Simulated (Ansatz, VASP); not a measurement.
# Cross-check of Al64N63 (V_N) between VASP and Ansatz

Aim: how closely do two programs agree when they are given the same cell, functional and k mesh? The cell is taken from a series of runs on this material, whose earlier steps may have relaxed, scaled, displaced or heated it; both programs get it as it stands.

Program: Ansatz 0.2.0. Level of theory: plane waves, with VASP 6.6.1 beside it; single point at HSE06. Results are calculated unless marked as measured.

### 1. The structure

The cell holds 127 atoms: 64 Al and 63 N. Cell: a = 14.686 Å, b = 14.686 Å, c = 11.753 Å, α = 125.1°, β = 125.1°, γ = 94.5°. It derives from AlN (AlN (P6_3mc)). Nearest the centre at fractional (0.554, 0.637, 0.750): Al54 at 1.93 Å, Al61 at 1.93 Å, Al31 at 1.94 Å, Al27 at 1.99 Å, N126 at 3.05 Å, N120 at 3.06 Å, N110 at 3.06 Å, N124 at 3.06 Å. The cell carries charge +1.

### 2. Ansatz: single point, HSE06

Ansatz runs on its PAW soft_1 files.

A single point gives forces, pressure and levels at one fixed geometry, so differences don't come from the geometry; what else differs is listed under the comparison.

The input, input.yaml:

```yaml
crystal:
  checkpoint: "../qp1.relax.run"
  host: checkpoint
total_charge: 1
basis:
  ecutwfc: 420
  xc_grid: 2
hamiltonian:
  xc: hse06
  pseudopotentials: { kind: paw, azcp: { folder: soft_1 } }
kpoints:
  mp_grid: { grid: [1, 1, 1] }
scf:
  occupations: { method: fixed }
  max_iter: 80
output:
  forces: true
  charged_corrections:
    epsilon: [4.5, 4.5, 4.73]
    static_epsilon: [8.2, 8.2, 9.74]
    defect_position: [0.553575, 0.636908, 0.75]
  eigenvalues: true
checkpoint:
  read: "../qp1.relax.run"
  write: "../qp1.kg.run"
  compress: false
  write_wavefunctions: false
  write_every: 100000
```

Command:

```
> ansatz run input.yaml --threads 32 --pin off --max-ram 84787MiB --backend cuda --events-out ev --progress --plain --runs-dir out --max-vram 78GiB
```

Numbers of over 12 decimals in the logs are rounded to 6 here.

What it wrote:

```text
Warning: checkpoint.read: hamiltonian.xc differs: saved pbesol, current hse06; the SCF iterates under this deck's functional from the saved state
crystal.checkpoint: the structure is that of <dir>, a `relax` run, at its step 5: its result, under pbesol at a charge of 1 e; 127 atoms read, 0 with a starting moment; this deck's functional is hse06; crystal.structure_sha256 for this input is
exact exchange: scf.exx.singularity resolves to wigner_seitz, which cuts the screened interaction at the faces of the exchange supercell's Wigner-Seitz cell, so that each pair interacts once, at the shortest of its separations (the periodic images that this leaves out come, for a point-like exchange hole, to about 0.001 eV on a filled level). The cut falls within the interaction's reach, and what an exchange supercel
Engine: ansatz 0.2.0, aarch64-unknown-linux-gnu
Pseudopotentials: kind: paw
Pseudopotential: Al, paw, valence charge 3, recommended cutoff 420 eV (normal), soft_1/Al.paw.azcp
Pseudopotential: N, paw, valence charge 5, recommended cutoff 420 eV (normal), soft_1/N.paw.azcp
Functional definition: HSE06
  parameter a = 0.25
  parameter omega = 0.11/bohr
  exchange = pbe_x - a*pbe_x_sr(omega) + a*exact_x_sr(omega)
  correlation = pbe_c
davidson cushion auto → on  (no smearing: the cushion is to keep the highest requested band from converging to the state above it; pin scf.eigensolver.cushion to override)
[...]
Crystal: 127 atoms, lattice volume = 1338.931 Å³
Basis set: ecut = 420 eV, 26161 PW (Γ), exchange–correlation on 200×200×160 points (8 copies of the dense FFT grid, shifted against one another)
Bands: 380, of which v1, the nominal top of the filled ones, is band 253 counted from 1 (252 counted from 0)
Symmetry: 1 space group operations
Space group: P1 (ITA 1), of the structure as read, at distance tolerance 1.1e-4 Å
k-points: 1
Non-local potential: Al, projectors of the file, l = 0: 2, l = 1: 2, l = 2: 1
Non-local potential: N, projectors of the file, l = 0: 2, l = 1: 2, l = 2: 1
PAW form: soft (Blöchl's): semilocal exchange-correlation on the pseudo side does not see the compensation charge
PAW frozen core: Al, regenerated for the run's functional, and the local potential with it (the file was generated under x = pbe(κ = 0.804, μ = 0.219515), c = pbe(β = 0.066725))
PAW frozen core: N, regenerated for the run's functional, and the local potential with it (the file was generated under x = pbe(κ = 0.804, μ = 0.219515), c = pbe(β = 0.066725))
PAW one-centre angular grid: Al, 110 points (default); XC on 64 Gauss nodes
PAW one-centre angular grid: N, 110 points (default); XC on 64 Gauss nodes
Initial density: read from a saved state, or passed on in memory by an earlier SCF of this step, an earlier step, the calling program or the single point that the run made first
Initial wavefunctions: pseudopotential atomic-orbital guess
[...]
Functional: x = pbe(κ = 0.804, μ = 0.219515), c = pbe(β = 0.066725), warm-up for x = pbe(κ = 0.804, μ = 0.219515) + 0.25 (exact − pbe) at short range (hse, ω = 0.207870 Å⁻¹), c = pbe(β = 0.066725); HSE06 as pw.x's `hse` composes it (authors' and Libxc's form: `xc: wpbeh`)
iter 1 solved again at ethr=3.53e-4 eV; its pass at ethr=1.00e-1 eV (dr2=1.79e0 eV) is discarded
SCF iter   1: F=—  HF=-58772.531542 eV  |Δ(HF+E_count)|=         —  Δρ=1.10e-2  dr2=1.71e0  Hψ=2828
preconditioner: auto → none  [insulator: Δε(μ)=3.918 eV  Ē_g=13.075 eV  n_scr=288 (ndim 8)  ℏωp=22.8 eV  f_vac=0.000]
SCF iter   2: F=—  HF=-58772.104378 eV  |Δ(HF+E_count)|=   4.27e-1  Δρ=4.66e-3  dr2=2.31e-1  Hψ=1131
[...]
SCF iter   5: F=-58772.034618 eV  HF=-58772.034733 eV  |Δ(HF+E_count)|=   4.53e-4  Δρ=8.34e-5  dr2=1.34e-4  Hψ=1025
SCF 1 stopped early in 5 iterations: F = -58772.034618 eV  dr2 = 1.34e-4
  greatest PAW one-centre occupation: 0.790 electrons in one spin orbital (limit 2), on the N atom at site 106 (counted from 0), in its partial waves of l = 0
[...]
Exchange kernel: α = 0.2500, screened, ω = 0.2079 Å⁻¹, Wigner–Seitz truncation, v(0) = 960.0235 eV·Å³, q-mesh 1×1×1, nearest image of the exchange supercell L = 11.75 Å, pair-density grid 60×60×45, without the augmentation charges, whose exchange is taken in its separable form (sized by the pseudopotential files, 64×80×64 at the most), smooth part of the exchange summed in real space on grids 49×49×44 (short range) a
Frozen-core exchange: fock
SCF iter   1: F=—  HF=-58801.794192 eV  |Δ(HF+E_count)|=         —  Δρ=6.11e-3  dr2=2.60e-1  Hψ=2415
preconditioner: auto → none  [insulator: Δε(μ)=4.788 eV  Ē_g=14.992 eV  n_scr=288 (ndim 8)  ℏωp=22.8 eV  f_vac=0.000]
SCF iter   2: F=—  HF=-58801.700668 eV  |Δ(HF+E_count)|=   9.35e-2  Δρ=2.64e-3  dr2=7.17e-2  Hψ=1671
[...]
SCF iter   7: F=-58801.846824 eV  HF=-58801.846829 eV  |Δ(HF+E_count)|=   1.01e-4  Δρ=1.80e-5  dr2=1.25e-5  Hψ=1292
SCF 2 stopped early in 7 iterations: F = -58801.846824 eV  dr2 = 1.25e-5
  Residual-converged pass: ⟨swp⟩=3.0  Hψ=962  notcnv=0  max |occ|·‖R‖ = 2.0e-6 eV (tolerance 6.7e-6 eV)  dr2=1.26e-5  dr2_onsite=2.45e-7  max |Δocc| = 0.0e0
  greatest PAW one-centre occupation: 0.791 electrons in one spin orbital (limit 2), on the N atom at site 106 (counted from 0), in its partial waves of l = 0
hybrid outer 1: dexx = +1.796e-1 eV, tail = 1.01e-4 eV
[...]
Exchange kernel: α = 0.2500, screened, ω = 0.2079 Å⁻¹, Wigner–Seitz truncation, v(0) = 960.0235 eV·Å³, q-mesh 1×1×1, nearest image of the exchange supercell L = 11.75 Å, pair-density grid 60×60×45, without the augmentation charges, whose exchange is taken in its separable form (sized by the pseudopotential files, 64×80×64 at the most), smooth part of the exchange summed in real space on grids 49×49×44 (short range) a
Frozen-core exchange: fock
SCF iter   1: F=—  HF=-58801.845639 eV  |Δ(HF+E_count)|=         —  Δρ=2.07e-5  dr2=6.40e-6  Hψ=972
[...]
SCF iter   2: F=—  HF=-58801.845637 eV  |Δ(HF+E_count)|=   1.10e-6  Δρ=6.52e-6  dr2=2.40e-7  Hψ=1129
SCF iter   3: F=—  HF=-58801.845638 eV  |Δ(HF+E_count)|=   9.61e-7  Δρ=3.95e-6  dr2=2.31e-7  Hψ=1462
SCF iter   4: F=-58801.845638 eV  HF=-58801.845638 eV  |Δ(HF+E_count)|=   3.68e-8  Δρ=1.34e-6  dr2=3.36e-8  Hψ=1160
SCF 3 converged in 4 iterations: F = -58801.845638 eV  dr2 = 3.36e-8
  Residual-converged pass: ⟨swp⟩=2.0  Hψ=709  notcnv=0  max |occ|·‖R‖ = 2.3e-6 eV (tolerance 3.5e-6 eV)  dr2=3.39e-8  dr2_onsite=1.54e-9  max |Δocc| = 0.0e0
hybrid outer 2: dexx = +9.395e-7 eV, tail = 7.77e-8 eV, Δε = 9.07e-4 eV (about 2.84e-5 eV left of the loop's levels), ΔF = 3.30e-3 eV/Å (tail 3.69e-4)
hybrid SCF converged: 2 outer / 11 inner (+5 warm-up), last move |dexx| = 9.40e-7 eV, tail = 7.77e-8 eV
Stability not checked: this state was not tested for a lower state beside it, because the functional holds exact exchange (a hybrid, or Hartree-Fock), whose exchange loop this test does not read (fock_operator; see scf.lower_state_search)
Free energy (F): -58801.845638 eV
Frozen-core exchange: fock
Harris-Foulkes:  -58801.845638 eV  (|F-HF|=2.92e-8)
Internal energy: -58801.845638 eV  (E = F + TS)
E sigma→0 (E₀):  -58801.845638 eV
Fermi energy:    6.557079 eV
--- Per-component energies (eV) ---
  E_band       = 225.472665
  E_kinetic    = 9908.167912
  E_local      = -13532.731476  (includes V_loc(G=0)·N_el)
  E_nonlocal   = 2746.495988
  E_hartree    = 5055.219757
  E_xc         = -5088.254181
  E_vxc        = -5441.171569  (∫ρ·V_xc dr)
  E_exx        = -1130.954558  (= α·E_x^exact, valence–valence)
  E_paw        = -38206.619543  (= ΣΔE_a)
  E_vpaw       = -1303.862146  (= ΣTr[D̂ρ^β])
  E_aug_tail   = 0.054208  (compensation charges beyond the density's cutoff)
  E_ewald      = -18548.958230
  E_core_change = -4.265516  (= ΣΔE_core)
  E_smearing   = -0.000000  (= −TS)
  E_closure    = -0.000000  (closes the sum)
  E_deformation_potential = 17.062512  (in the stress; not in F)
  Σ components = -58801.845638   (vs F -58801.845638, Δ=0.00e0)
--- Forces (eV/Å), atoms counted from 1 ---
  atom   1  Al    -0.01631689     0.00441891    -0.01050573
  atom   2  Al    -0.01844714     0.00171241    -0.01167881
  atom   3  Al    -0.01756144     0.00975705    -0.02917183
  atom   4  Al    -0.01804845     0.00756737    -0.01388046
  atom   5  Al     0.01417408    -0.00547010    -0.00968837
  atom   6  Al    -0.00615266    -0.02010723    -0.02035490
  [... 121 more lines of this table ...]
  max |Σ_I F_I| component: 1.89e-4 eV/Å
--- Charged-cell corrections in eV (Makov–Payne, q = +1.000 e, ε = [4.500, 4.500, 4.730] of the electrons, [8.200, 8.200, 9.740] with the ions) ---
  F (periodic)     = -58801.845638  (uncorrected; the corrections below are reported, never added to it)
  E_corr1          = +0.411408  (monopole, q²α_M/2ε̄L, of the cell on which ε is isotropic)
  F Makov-Payne    = n/a  (the rows are of the electrons' constant alone; ansatz place-levels tells what screens the charge)
  no potential alignment in this run, which stands beside a crystal: run the host's input off ansatz write-host-input, and read the two finished runs by ansatz place-levels (neither reads a slab, a wire or a sheet, whose cell leaves a vacuum)
--- Band table (eV) ---
  k-point 0: bands = ["-10.4484", "-9.6950", "-9.6507", "-9.5679", "-9.5375", "-9.5038", "-9.4573", "-9.4487", "-9.4444", "-9.4372", "-9.4032", "-9.3974", "-9.3751", "-8.8783", "-8.8743", "-8.8580", "
```

In the SCF lines HF is the Harris–Foulkes energy and dr2 the Hartree energy of the density residual, in eV; the loop may stop once dr2 is under the threshold and the program's other checks hold. Hψ counts applications of the Hamiltonian.

### 3. VASP: single point, HSE06

The same cell, functional and mesh now go to VASP, with its own data sets.

Lines of VASP's logs that name or quote its potential files are left out, and so is its time.

The run reads the wave functions of an earlier VASP run, which isn't shown here.

The input, INCAR:

```
SYSTEM = Al64N63
PREC = Accurate
ENCUT = 520
EDIFF = 1E-06
NELM = 100
ISMEAR = 0
SIGMA = 0.01
LREAL = Auto
ALGO = Normal
LHFCALC = .TRUE.
AEXX = 0.25
GGA = PE
HFSCREEN = 0.208
LASPH = .TRUE.
NELECT = 506
NBANDS = 341
PRECFOCK = Fast
LORBIT = 11
LWAVE = .FALSE.
LCHARG = .FALSE.
ISIF = 2
```

The input, POSCAR:

```
Al64N63
1.0
   -9.3408221251      5.3929260535      9.9673535922
    9.3408221251     -5.3929260535      9.9673535922
    3.1136073087      5.3929261684     -9.9673535922
Al N
64 63
Direct
    0.2079400000      0.0411600000      0.9993700000
    0.2074400000      0.2902200000      0.2483900000
[... 5 atom lines left out ...]
    0.4165100000      0.3326900000      0.2487700000
[... 3 atom lines left out ...]
    0.4571800000      0.2901000000      0.4981700000
[... 1 atom line left out ...]
    0.1653200000      0.3324800000      0.4989900000
[... 1 atom line left out ...]
    0.4162900000      0.3325300000      0.7498700000
[... 2 atom lines left out ...]
    0.4582800000      0.5412600000      0.2494400000
    0.4571400000      0.7916900000      0.9997600000
[... 2 atom lines left out ...]
    0.4161800000      0.5833600000      0.0007300000
[... 1 atom line left out ...]
    0.2072500000      0.5417900000      0.4999800000
[... 1 atom line left out ...]
    0.4538300000      0.5373400000      0.7498900000
    0.4580700000      0.7921800000      0.5002300000
[... 2 atom lines left out ...]
    0.4129400000      0.5816800000      0.4941400000
    0.4162400000      0.8337900000      0.7498500000
    0.7076900000      0.0418000000      0.9994800000
[... 1 atom line left out ...]
    0.9586700000      0.0416500000      0.2502500000
[... 1 atom line left out ...]
    0.6665000000      0.0836700000      0.2504100000
[... 8 atom lines left out ...]
    0.6665400000      0.3326800000      0.4996300000
    0.9169300000      0.0840400000      0.5006600000
[... 1 atom line left out ...]
    0.7088800000      0.5418000000      0.0015900000
    0.7089100000      0.7917000000      0.2513400000
[... 1 atom line left out ...]
    0.9586400000      0.7918500000      0.0006900000
[... 1 atom line left out ...]
    0.6686200000      0.8373500000      0.0055200000
    0.9167900000      0.5829100000      0.0001000000
    0.9175900000      0.8337600000      0.2509300000
    0.7078000000      0.5410200000      0.4990300000
    0.7085900000      0.7920100000      0.7498500000
[... 2 atom lines left out ...]
    0.6686600000      0.5814400000      0.7498900000
[... 6 atom lines left out ...]
    0.3044400000      0.3873400000      0.2514100000
[... 2 atom lines left out ...]
    0.2617300000      0.1783300000      0.2495400000
[... 8 atom lines left out ...]
    0.2626100000      0.4292600000      0.4997400000
[... 5 atom lines left out ...]
    0.0120500000      0.9287000000      0.2499400000
[... 4 atom lines left out ...]
    0.3042800000      0.6371900000      0.5012600000
[... 3 atom lines left out ...]
    0.2617600000      0.6785600000      0.7498600000
[... 6 atom lines left out ...]
    0.5119800000      0.4286300000      0.2498000000
[... 3 atom lines left out ...]
    0.5528700000      0.3873500000      0.5000300000
[... 3 atom lines left out ...]
    0.5127800000      0.4295100000      0.7498800000
[... 3 atom lines left out ...]
    0.5528500000      0.8857900000      0.9984300000
    0.8027300000      0.6371600000      0.9996900000
    0.8028500000      0.8857400000      0.2482100000
    0.5127300000      0.6794100000      0.0000000000
[... 1 atom line left out ...]
    0.7620400000      0.6786700000      0.2502000000
    0.7607000000      0.9269000000      0.9983400000
[... 3 atom lines left out ...]
    0.5122000000      0.6784000000      0.5013300000
    0.5118300000      0.9285300000      0.7498400000
    0.7605200000      0.6782600000      0.7498700000
    0.7621400000      0.9287600000      0.4998400000
```

The input, KPOINTS:

```
Automatic mesh
0
Gamma
1 1 1
0 0 0
```

PAW data sets: Al and N (PBE family, release 64).

Command:

```
> export OMP_NUM_THREADS=3
> mpirun -np 1 vasp_gam
```

What it wrote:

```text
[banner, memory and clock lines left out]
running    1 mpi-ranks, on    1 nodes
[...]
Offloading initialized ...    1 GPUs detected
[...]
LDA part: xc-table for (Slater+PW92), standard interpolation
 found WAVECAR, reading the header
 POSCAR, INCAR and KPOINTS ok, starting setup
[...]
reading WAVECAR
 the WAVECAR file was read successfully
 initial charge from wavefunction
 entering main loop
       N       E                     dE             d eps       ncg     rms          rms(c)
DAV:   1    -0.110888578779E+04   -0.11089E+04   -0.30541E+01   804   0.878E+00    0.643E+01
DAV:   2    -0.110912464434E+04   -0.23886E+00   -0.97485E-01   812   0.188E+00    0.469E+01
DAV:   3    -0.110908962334E+04    0.35021E-01   -0.20683E-02   796   0.269E-01    0.293E+01
DAV:   4    -0.110907555796E+04    0.14065E-01   -0.70272E-03   788   0.132E-01    0.174E+01
[...]
DAV:  13    -0.110906905721E+04   -0.14637E-05   -0.45488E-07   436   0.150E-03    0.119E-01
DAV:  14    -0.110906905830E+04   -0.10888E-05   -0.16056E-07   388   0.966E-04    0.663E-02
DAV:  15    -0.110906905900E+04   -0.70236E-06   -0.59923E-08   404   0.640E-04
   1 F= -.11090691E+04 E0= -.11090691E+04  d E =-.145243E-37
```

OUTCAR, selected parts (step 3):

```text
  FREE ENERGIE OF THE ION-ELECTRON SYSTEM (eV)
  ---------------------------------------------------
  free  energy   TOTEN  =     -1109.0690590017 eV

  energy  without entropy=    -1109.0690590017  energy(sigma->0) =    -1109.06905900
```

The run ends at a pressure of -3.29 GPa, with forces up to 0.23 eV/Å.

### 4. Differences

Known differences besides the potentials themselves: exact exchange at q = 0 is treated differently, which shows on coarse meshes; VASP keeps PBE cores, Ansatz makes them for the functional; fixed occupations in Ansatz, narrow Gaussian smearing in VASP; the cutoff is 420 eV in Ansatz and 520 eV in VASP (PREC = Accurate, projectors in real space); VASP takes a coarser grid for exact exchange (PRECFOCK = Fast). Total energies have different zeros and are not compared.

Both answers:

```csv
quantity,Ansatz,VASP,difference
gap on the k mesh (eV),4.836,4.848,-0.012
```

Forces on 9 of the 127 atoms, those with the largest forces and the largest differences (eV/Å; atoms numbered as in POSCAR):

```csv
atom,"Ansatz x, y, z","VASP x, y, z"
Al27,"-0.011, 0.005, -0.221","-0.013, 0.006, -0.222"
Al31,"-0.004, -0.204, 0.064","-0.005, -0.208, 0.070"
Al54,"0.176, 0.104, 0.068","0.181, 0.105, 0.073"
Al61,"-0.171, 0.096, 0.103","-0.176, 0.100, 0.105"
N68,"0.002, 0.044, 0.026","-0.004, 0.046, 0.020"
N91,"-0.022, 0.064, -0.001","-0.017, 0.066, -0.008"
N110,"0.078, -0.045, 0.020","0.075, -0.043, 0.020"
N114,"-0.068, -0.010, -0.003","-0.070, -0.014, -0.008"
N116,"-0.031, -0.018, 0.024","-0.037, -0.012, 0.017"
```

The forces differ by 2.3 meV/Å r.m.s., which is 7.2 % of the r.m.s. force of 0.031 eV/Å (both taken over all components). A gap on the mesh is an upper bound, since the band edges may lie between its points. The cell carries a charge of +1 e against a uniform background, so its pressure also hangs on how the neutralising background is counted, and in a defect's cell a gap may be the spacing between its levels.

### 5. What came out

| Quantity | Value |
| --- | --- |
| r.m.s. force difference (single point, HSE06) | 2.3 meV/Å |

The r.m.s. force difference is 2.3 meV/Å (single point, HSE06), within the 12 meV/Å picked in this series as the mark of a large difference. How closely two codes agree says nothing of how well the functional describes the real material.

[Lines on the potential files, build, host, timing and source positions are cut from VASP's logs without a mark.]

[Logs are printed without paths, hosts, clocks, repeated set-up lines and the standing remarks that a program may print on its own settings, such as how far it seeks lower states.]

[Hosts, paths, dates, database ids (printed as entryN), source tags and the programs' standing remarks are cut or masked in the printed files.]
